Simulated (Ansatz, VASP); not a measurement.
TiPt3: VASP beside Ansatz

```
Ti Pt
1.0
     3.94835    0.00000    0.00000
     0.00000    3.94835    0.00000
     0.00000    0.00000    3.94835
Ti Pt
1 3
Direct
  0.00000 0.00000 0.00000
  0.00000 0.50000 0.50000
  0.50000 0.00000 0.50000
  0.50000 0.50000 0.00000
```

Alike in both runs: functional PBE; k mesh 9 × 9 × 9; no spin polarisation.

Ansatz relaxed the structure, and its values are those at the end. VASP's run is a single point on that final structure, the one shown.

|  | VASP | Ansatz |
| --- | --- | --- |
| version | VASP 6.6.1 | Ansatz 0.2.0 |
| potentials or method | VASP PAW PBE potentials, release 64 (Ti_sv, Pt) | PAW plane waves |
| plane-wave cutoff (eV) | 520 | 420 |
| occupations | fermi-dirac, width 0.1 eV | fermi-dirac |
| valence electrons in the cell | 42 | 66 |

VASP gave:

- pressure (GPa): -0.4

**Question.** What did Ansatz give for the same quantities?

**Answer.** Pressure (GPa): 0.0.

The two sets of potentials don't hold the same shells in valence.

Spin-orbit coupling is left out, which matters for the levels of Pt.
